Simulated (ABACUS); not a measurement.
# MgO (Fm-3m) in ABACUS: a series of runs

One crystal, MgO, is run at these levels: PBE, BP86; tasks: single point, relaxation of cell and atoms.

Program: ABACUS 3.10.1. These are calculated values, not measurements. Logs are shortened: lines on timing, memory, paths and dates and some standing lists are left out, and cuts for length are marked.

**Experimental background.**

“Electronic structure of alkaline earth and post-transition metal oxides”, 2009, arxiv:0908.1581 quotes, for a bulk crystal of MgO: band gap 7.83 eV.

The results are compared with them further down.

## (1) Starting point

The structure is cubic, space group Fm-3m (No. 225). Conventional cell: a = 4.194 Å, b = 4.194 Å, c = 4.194 Å, α = 90.00°, β = 90.00°, γ = 90.00°. Around Mg (site symmetry m-3m) lie 6 O at 2.10 Å. O (site symmetry m-3m) has 6 Mg at 2.10 Å as nearest neighbours.

The cell is a database's computed one.

## (2) Single point, PBE

The input, run_abacus.py:

```python
"""ABACUS run from a structure file: ASE reads it, the script writes STRU, KPT and INPUT."""
import re
import subprocess
import spglib
from ase import Atoms
from ase.io import read
from ase.units import Bohr

atoms = read("MgO.cif")
cell, frac, numbers = spglib.standardize_cell((atoms.cell[:], atoms.get_scaled_positions(), atoms.numbers), to_primitive=True, symprec=1e-4)
atoms = Atoms(numbers=numbers, cell=cell, scaled_positions=frac, pbc=True)  # the primitive cell
atoms = atoms[(-atoms.numbers).argsort(kind="stable")]  # ABACUS lists atoms element by element
pseudo = {'Mg': '12_Mg_10_1.9_2.0_pbe_v1.0.upf', 'O': '08_O_6_1.2_1.4_pbe_n_v1.0.upf'}
orbital = {'Mg': 'Mg_confined-atom_8au_4s3p2d1f.orb', 'O': 'O_confined-atom_6au_3s3p2d1f.orb'}
magmoms = None
kmesh = [10, 10, 10]
params = {
    'suffix': 'MgO',
    'calculation': 'scf',
    'basis_type': 'lcao',
    'pseudo_dir': './',
    'orbital_dir': './',
    'symmetry': 1,
    'dft_functional': 'pbe',
    'ecutwfc': 100,
    'pseudo_rcut': 10,
    'nspin': 1,
    'nbands': 18,
    'ks_solver': 'genelpa',
    'smearing_method': 'fd',
    'smearing_sigma': 0.00367493,
    'scf_thr': 1e-07,
    'scf_nmax': 100,
    'mixing_type': 'broyden',
    'mixing_beta': 0.7,
    'cal_force': 1,
    'cal_stress': 1,
    'out_mul': 1,
    'out_chg': 1,
}

symbols = atoms.get_chemical_symbols()
elements = list(dict.fromkeys(symbols))
lines = ["ATOMIC_SPECIES"] + [f"{e} {atoms.get_masses()[symbols.index(e)]:.4f} {pseudo[e]}" for e in elements]
if orbital:
    lines += ["", "NUMERICAL_ORBITAL"] + [orbital[e] for e in elements]
lines += ["", "LATTICE_CONSTANT", f"{1 / Bohr:.10f}", "", "LATTICE_VECTORS"]
lines += [" ".join(f"{x:.10f}" for x in v) for v in atoms.cell]
lines += ["", "ATOMIC_POSITIONS", "Direct"]
for e in elements:
    lines += ["", e, "0.0", str(symbols.count(e))]
    for i, p in enumerate(atoms.get_scaled_positions(wrap=False)):
        if symbols[i] == e:
            mag = "" if magmoms is None else " mag " + " ".join(str(x) for x in (magmoms[i] if isinstance(magmoms[i], list) else [magmoms[i]]))
            lines.append(" ".join(f"{x:.10f}" for x in p) + " 1 1 1" + mag)
open("STRU", "w").write("\n".join(lines) + "\n")
open("KPT", "w").write("K_POINTS\n0\nGamma\n%d %d %d 0 0 0\n" % tuple(kmesh))
open("INPUT", "w").write("INPUT_PARAMETERS\n" + "".join(f"{k:<20s}{v}\n" for k, v in params.items()))

done = subprocess.run(['mpirun', '-np', '4', 'abacus'])
if done.returncode:
    raise SystemExit(done.returncode)
log = open("OUT.MgO/running_scf.log").read()
print("final energy (eV):", re.findall(r"FINAL_ETOT_IS (\S+)", log))
```

The input, MgO.cif:

```cif
data_MgO
_cell_length_a 4.19400279
_cell_length_b 4.19400279
_cell_length_c 4.19400279
_cell_angle_alpha 90.00000000
_cell_angle_beta 90.00000000
_cell_angle_gamma 90.00000000
_space_group_name_H-M_alt 'Fm-3m'
_space_group_name_Hall '-F 4 2 3'
_space_group_IT_number 225
loop_
_space_group_symop_operation_xyz
'x,y,z'
'-x,-y,-z'
'-y,x,z'
'y,-x,-z'
'-x,-y,z'
'x,y,-z'
'y,-x,z'
'-y,x,-z'
'x,-y,-z'
'-x,y,z'
'-y,-x,-z'
'y,x,z'
'-x,y,-z'
'x,-y,z'
'y,x,-z'
'-y,-x,z'
'z,x,y'
'-z,-x,-y'
'z,-y,x'
'-z,y,-x'
'z,-x,-y'
'-z,x,y'
'z,y,-x'
'-z,-y,x'
'-z,x,-y'
'z,-x,y'
'-z,-y,-x'
'z,y,x'
'-z,-x,y'
'z,x,-y'
'-z,y,x'
'z,-y,-x'
'y,z,x'
'-y,-z,-x'
'x,z,-y'
'-x,-z,y'
'-y,z,-x'
'y,-z,x'
'-x,z,y'
'x,-z,-y'
'-y,-z,x'
'y,z,-x'
'-x,-z,-y'
'x,z,y'
'y,-z,-x'
'-y,z,x'
'x,-z,y'
'-x,z,-y'
'x,y+1/2,z+1/2'
'-x,-y+1/2,-z+1/2'
'-y,x+1/2,z+1/2'
'y,-x+1/2,-z+1/2'
[... 63 lines left out ...]
'-z+1/2,y,-x+1/2'
'z+1/2,-x,-y+1/2'
'-z+1/2,x,y+1/2'
'z+1/2,y,-x+1/2'
'-z+1/2,-y,x+1/2'
'-z+1/2,x,-y+1/2'
'z+1/2,-x,y+1/2'
'-z+1/2,-y,-x+1/2'
'z+1/2,y,x+1/2'
'-z+1/2,-x,y+1/2'
'z+1/2,x,-y+1/2'
'-z+1/2,y,x+1/2'
'z+1/2,-y,-x+1/2'
'y+1/2,z,x+1/2'
'-y+1/2,-z,-x+1/2'
'x+1/2,z,-y+1/2'
'-x+1/2,-z,y+1/2'
'-y+1/2,z,-x+1/2'
'y+1/2,-z,x+1/2'
'-x+1/2,z,y+1/2'
'x+1/2,-z,-y+1/2'
'-y+1/2,-z,x+1/2'
'y+1/2,z,-x+1/2'
'-x+1/2,-z,-y+1/2'
'x+1/2,z,y+1/2'
'y+1/2,-z,-x+1/2'
'-y+1/2,z,x+1/2'
'x+1/2,-z,y+1/2'
'-x+1/2,z,-y+1/2'
'x+1/2,y+1/2,z'
'-x+1/2,-y+1/2,-z'
'-y+1/2,x+1/2,z'
'y+1/2,-x+1/2,-z'
'-x+1/2,-y+1/2,z'
'x+1/2,y+1/2,-z'
'y+1/2,-x+1/2,z'
'-y+1/2,x+1/2,-z'
'x+1/2,-y+1/2,-z'
'-x+1/2,y+1/2,z'
'-y+1/2,-x+1/2,-z'
'y+1/2,x+1/2,z'
'-x+1/2,y+1/2,-z'
'x+1/2,-y+1/2,z'
'y+1/2,x+1/2,-z'
'-y+1/2,-x+1/2,z'
'z+1/2,x+1/2,y'
'-z+1/2,-x+1/2,-y'
'z+1/2,-y+1/2,x'
'-z+1/2,y+1/2,-x'
'z+1/2,-x+1/2,-y'
'-z+1/2,x+1/2,y'
'z+1/2,y+1/2,-x'
'-z+1/2,-y+1/2,x'
'-z+1/2,x+1/2,-y'
'z+1/2,-x+1/2,y'
'-z+1/2,-y+1/2,-x'
'z+1/2,y+1/2,x'
'-z+1/2,-x+1/2,y'
'z+1/2,x+1/2,-y'
'-z+1/2,y+1/2,x'
'z+1/2,-y+1/2,-x'
'y+1/2,z+1/2,x'
'-y+1/2,-z+1/2,-x'
'x+1/2,z+1/2,-y'
'-x+1/2,-z+1/2,y'
'-y+1/2,z+1/2,-x'
'y+1/2,-z+1/2,x'
'-x+1/2,z+1/2,y'
'x+1/2,-z+1/2,-y'
'-y+1/2,-z+1/2,x'
'y+1/2,z+1/2,-x'
'-x+1/2,-z+1/2,-y'
'x+1/2,z+1/2,y'
'y+1/2,-z+1/2,-x'
'-y+1/2,z+1/2,x'
'x+1/2,-z+1/2,y'
'-x+1/2,z+1/2,-y'
loop_
_atom_site_label
_atom_site_type_symbol
_atom_site_symmetry_multiplicity
_atom_site_Wyckoff_symbol
_atom_site_fract_x
_atom_site_fract_y
_atom_site_fract_z
_atom_site_occupancy
Mg1 Mg 4 a 0.0000000000 0.0000000000 0.0000000000 1
O1 O 4 b 0.5000000000 0.0000000000 0.0000000000 1
```

Potentials or basis: SPMS ONCV 1.0 PBE, TZDP LCAO (the cutoffs set its grid).

Command:

```bash
> OMP_NUM_THREADS=1 python run_abacus.py > log
```

running log:

```text
ABACUS v3.10.1

               Atomic-orbital Based Ab-initio Computation at UStc

 ------------------------------------------------------------------------------------

 READING GENERAL INFORMATION
                           global_out_dir = OUT.MgO/
                           global_in_card = INPUT
                               pseudo_dir = ./
                              orbital_dir = ./
                                    DSIZE = 4
                                    GSIZE = 1

 READING UNITCELL INFORMATION
                                    ntype = 2
                  lattice constant (Bohr) = 1.88973
              lattice constant (Angstrom) = 1

 READING ATOM TYPE 1
                               atom label = Mg
                      L=0, number of zeta = 4
                      L=1, number of zeta = 3
                      L=2, number of zeta = 2
                      L=3, number of zeta = 1
             number of atom for this type = 1

 READING ATOM TYPE 2
                               atom label = O
                      L=0, number of zeta = 3
                      L=1, number of zeta = 3
                      L=2, number of zeta = 2
                      L=3, number of zeta = 1
             number of atom for this type = 1

                        TOTAL ATOM NUMBER = 2
DIRECT COORDINATES
    atom                   x                   y                   z     mag                  vx                  vy                  vz
taud_Mg1            0.0000000000        0.0000000000        0.0000000000  0.0000        0.0000000000        0.0000000000        0.0000000000
taud_O1            0.5000000000        0.5000000000        0.5000000000  0.0000        0.0000000000        0.0000000000        0.0000000000

                          Volume (Bohr^3) = 124.458
                             Volume (A^3) = 18.4427

 Lattice vectors: (Cartesian coordinate: in unit of a_0)
                   +0              +2.097              +2.097
               +2.097                  +0              +2.097
               +2.097              +2.097                  +0
 Reciprocal vectors: (Cartesian coordinate: in unit of 2 pi/a_0)
            -0.238436           +0.238436           +0.238436
            +0.238436           -0.238436           +0.238436
            +0.238436           +0.238436           -0.238436
 The esolver type has been set to : ksdft_lcao

                PAO radial cut off (Bohr) = 10

 Read in pseudopotential file is 12_Mg_10_1.9_2.0_pbe_v1.0.upf
                     pseudopotential type = NC
          exchange-correlation functional = PBE
                 nonlocal core correction = 0
                        valence electrons = 10
[... 188 lines left out ...]
                  longest orb rcut (Bohr) = 8
   longest nonlocal projector rcut (Bohr) = 2.02
                     search radius (Bohr) = 20
              searching radius is (Bohr)) = 20
         searching radius unit is (Bohr)) = 1.89
                         PeriodicBoundary = 1
                        Radius(unit:lat0) = 10.6
                                   glayer = [ 6, 6, 6 ]
                             glayer_minus = [ 5, 5, 5 ]

Find the coordinate range of the input atom(unit:lat0).
                                  min_tau = [ -21, -21, -21 ]
                                  max_tau = [ 23.1, 23.1, 23.1 ]
                                BoxNumber = [ 11, 11, 11 ]

 SETUP EXTENDED REAL SPACE GRID FOR GRID INTEGRATION
                          real space grid = [ 36, 36, 36 ]
                 big cell numbers in grid = [ 12, 12, 12 ]
             meshcell numbers in big cell = [ 3, 3, 3 ]
                        extended fft grid = [ 21, 21, 21 ]
                dimension of extened grid = [ 55, 55, 55 ]
                            UnitCellTotal = 125
              Atom number in sub-FFT-grid = 2
    Local orbitals number in sub-FFT-grid = 59
                                ParaV.nnr = 133200
                                 init_chg = atomic

 LCAO ALGORITHM --------------- ION=   1  ELEC=   1--------------------------------

 Density error is 0.10925993836
----------------------------------------------------------
     Energy           Rydberg                 eV
----------------------------------------------------------
 E_KohnSham     -145.2095553652      -1975.6773570126
 E_Harris       -144.3209551871      -1963.5873313468
 E_Fermi        0.8494944480         11.5579649126
----------------------------------------------------------
[... 80 lines left out ...]
 Density error is 7.97724173786e-08
----------------------------------------------------------
     Energy           Rydberg                 eV
----------------------------------------------------------
 E_KohnSham     -145.3572422797      -1977.6867405698
 E_KS(sigma->0) -145.3572422797      -1977.6867405698
 E_Harris       -145.3572441170      -1977.6867655687
 E_band         -20.9758606272       -285.3912249832
 E_one_elec     -61.6110105168       -838.2608025668
 E_Hartree      34.6524012596        471.4701065135
 E_xc           -23.2238674963       -315.9769275461
 E_Ewald        -95.1747655262       -1294.9191169704
 E_entropy(-TS) 0.0000000000         0.0000000000
 E_descf        0.0000000000         0.0000000000
 E_exx          0.0000000000         0.0000000000
 E_Fermi        0.8209944554         11.1702026194
----------------------------------------------------------

 charge density convergence is achieved
 final etot is -1977.6867406 eV
 EFERMI = 11.170202619 eV

 STATE ENERGY(eV) AND OCCUPATIONS    NSPIN == 1
 1/47 kpoint (Cartesian) = 0.0000 0.0000 0.0000 (520 pws)
       1       -63.7348     0.00200000
       2       -30.4839     0.00200000
       3       -30.4839     0.00200000
       4       -30.4839     0.00200000
       5       -8.62537     0.00200000
       6        8.63383     0.00200000
[... 98 lines left out ...]
       5       -7.27137     0.00800000
       6        3.97853     0.00800000
[... 10 lines left out ...]
      17        39.7676        0.00000
      18        39.7676        0.00000

[... levels at 41 further k points ...]

 correction force for each atom along direction 1 is -7.07197e-14
 correction force for each atom along direction 2 is -1.17245e-15
 correction force for each atom along direction 3 is 8.70991e-14
------------------------------------------------------------------------------------------
 TOTAL-FORCE (eV/Angstrom)
------------------------------------------------------------------------------------------
                       Mg1         0.0000000000         0.0000000000         0.0000000000
                        O1         0.0000000000         0.0000000000         0.0000000000
------------------------------------------------------------------------------------------

----------------------------------------------------------------
 TOTAL-STRESS (KBAR)
----------------------------------------------------------------
        69.5067798651         0.0000000000         0.0000000000
         0.0000000000        69.5067798651         0.0000000000
         0.0000000000        -0.0000000000        69.5067798651
----------------------------------------------------------------
 TOTAL-PRESSURE: 69.506780 KBAR

 --------------------------------------------
 !FINAL_ETOT_IS -1977.6867405698051243 eV
 --------------------------------------------
```

Wall time 8.4 s (4 MPI ranks of AMD EPYC 9R45 (Zen 5), shared host); peak memory 0.56 GiB.

Results:

```yaml
Free_energy: -1977.6867 eV
Pressure: 7.0 GPa
Band_gap_on_the_k_mesh: 4.91 eV, direct
Mulliken_charges: Mg +0.16; O -0.16 e
```

Levels at points of the mesh, in eV from the valence-band top:
| k point | band 6 | band 7 | band 8 | band 9 | band 10 | band 11 |
| --- | --- | --- | --- | --- | --- | --- |
| (0.00, 0.00, 0.00) | 0.00 | 0.00 | 0.00 | 4.91 | 15.93 | 15.93 |
| (0.50, 0.50, 0.50) | -4.66 | -0.66 | -0.66 | 8.01 | 12.75 | 16.49 |
| (0.50, 0.50, 0.00) | -4.10 | -1.35 | -1.35 | 9.18 | 10.16 | 13.23 |

Caveat: the atomic orbitals were generated for these runs and aren't a published set; Mulliken charges move with the basis; the basis of atomic orbitals isn't converged, which shifts pressures, moduli and gaps.

## (3) Relaxation of cell and atoms, PBE

The input, INPUT:

```
INPUT_PARAMETERS
suffix              MgO
calculation         cell-relax
basis_type          lcao
pseudo_dir          ./
orbital_dir         ./
symmetry            1
dft_functional      pbe
ecutwfc             100
pseudo_rcut         10
nspin               1
nbands              12
ks_solver           genelpa
smearing_method     fd
smearing_sigma      0.00367493
scf_thr             1e-07
scf_nmax            100
mixing_type         broyden
mixing_beta         0.7
cal_force           1
cal_stress          1
out_mul             1
relax_nmax          60
force_thr_ev        0.01
relax_method        cg
out_stru            1
stress_thr          1
```

The input, STRU:

```
ATOMIC_SPECIES
Mg 24.3050 12_Mg_10_1.9_2.0_pbe_v1.0.upf
O 15.9990 08_O_6_1.2_1.4_pbe_n_v1.0.upf

NUMERICAL_ORBITAL
Mg_confined-atom_8au_4s3p2d1f.orb
O_confined-atom_6au_3s3p2d1f.orb

LATTICE_CONSTANT
5.6041865537

LATTICE_VECTORS
0.0000000000 0.7071067812 0.7071067812
0.7071067812 0.0000000000 0.7071067812
0.7071067812 0.7071067812 0.0000000000

ATOMIC_POSITIONS
Cartesian

Mg
0.0
1
0.0000000000 0.0000000000 0.0000000000 1 1 1

O
0.0
1
0.7071067812 0.7071067812 0.7071067812 1 1 1
```

The input, KPT:

```
K_POINTS
0
Gamma
10 10 10 0 0 0
```

Potentials or basis: SPMS ONCV 1.0 PBE, TZDP LCAO (the cutoffs set its grid).

Command:

```bash
> OMP_NUM_THREADS=1 mpirun -np 4 abacus > log
```

Wall time 20 s (4 MPI ranks of AMD EPYC 9R45 (Zen 5), shared host); peak memory 0.56 GiB.

Results (log left out):

```
Free energy                            : -1977.7034 eV
Relaxed volume                         : 9.62 Å³/atom
Relaxed cell                           : a = 3.008 Å, b = 3.008 Å, c = 3.008 Å, α = 60.00°, β = 60.00°, γ = 60.00°
Space group after relaxing (to 0.05 Å) : Fm-3m (No. 225)
Energy gained by relaxing              : 8.3 meV/atom
Ionic steps                            : 3
Pressure after relaxing                : 0.0 GPa
Mulliken charges                       : Mg +0.19; O -0.19 e
```

Step by step:
```csv
step,energy change (eV),largest force (eV/Å),pressure (GPa),volume (Å³)
1,0.0000,0.0000,6.95,18.44
2,-0.0142,0.0000,-2.46,19.57
3,-0.0167,0.0000,-0.01,19.24
```

Final structure:
```yaml
crystal:
  lattice:
    - [0.00000, 2.12690, 2.12690]
    - [2.12690, 0.00000, 2.12690]
    - [2.12690, 2.12690, 0.00000]
  atoms:
    - { symbol: Mg, position: [0.00000, 0.00000, 0.00000] }
    - { symbol: O, position: [0.50000, 0.50000, 0.50000] }
```

Caveat: the atomic orbitals were generated for these runs and aren't a published set; Mulliken charges move with the basis; the basis of atomic orbitals isn't converged, which shifts pressures, moduli and gaps.

## (4) Single point, BP86

run_abacus.py: that of step 2 with these lines changed.

```diff
@@ -12,6 +12,6 @@
 atoms = atoms[(-atoms.numbers).argsort(kind="stable")]  # ABACUS lists atoms element by element
-pseudo = {'Mg': '12_Mg_10_1.9_2.0_pbe_v1.0.upf', 'O': '08_O_6_1.2_1.4_pbe_n_v1.0.upf'}
-orbital = {'Mg': 'Mg_confined-atom_8au_4s3p2d1f.orb', 'O': 'O_confined-atom_6au_3s3p2d1f.orb'}
+pseudo = {'Mg': 'Mg.upf', 'O': 'O.upf'}
+orbital = {}
 magmoms = None
-kmesh = [10, 10, 10]
+kmesh = [9, 9, 9]
 params = {
@@ -19,8 +19,7 @@
     'calculation': 'scf',
-    'basis_type': 'lcao',
+    'basis_type': 'pw',
     'pseudo_dir': './',
-    'orbital_dir': './',
     'symmetry': 1,
-    'dft_functional': 'pbe',
-    'ecutwfc': 100,
+    'dft_functional': 'GGA_X_B88+GGA_C_P86',
+    'ecutwfc': 84,
     'pseudo_rcut': 10,
@@ -28,6 +27,6 @@
     'nbands': 18,
-    'ks_solver': 'genelpa',
+    'ks_solver': 'dav',
     'smearing_method': 'fd',
     'smearing_sigma': 0.00367493,
-    'scf_thr': 1e-07,
+    'scf_thr': 1e-08,
     'scf_nmax': 100,
@@ -37,4 +36,4 @@
     'cal_stress': 1,
-    'out_mul': 1,
     'out_chg': 1,
+    'kpar': 4,
 }
```

MgO.cif is that of step 2.

Potentials or basis: PseudoDojo NC SR 0.5 PBE standard, plane waves.

Command:

```bash
> OMP_NUM_THREADS=1 python run_abacus.py > log
```

Wall time 3.3 s (4 MPI ranks of AMD EPYC 9R45 (Zen 5), shared host); peak memory 0.36 GiB.

It converged, with:

| Item | Value |
| --- | --- |
| Free energy | -2071.6023 eV |
| Pressure | 7.2 GPa |
| Band gap on the k mesh | 4.99 eV, direct |

Levels at points of the mesh, in eV from the valence-band top:
```tsv
k point	band 5	band 6	band 7	band 8	band 9	band 10	band 11	band 12
(0.00, 0.00, 0.00)	-17.24	0.00	0.00	0.00	4.99	16.08	16.08	16.08
```

Caveat: the potentials were made for another functional, which shifts forces and pressure.

(Part 1 of 2 ends here.)
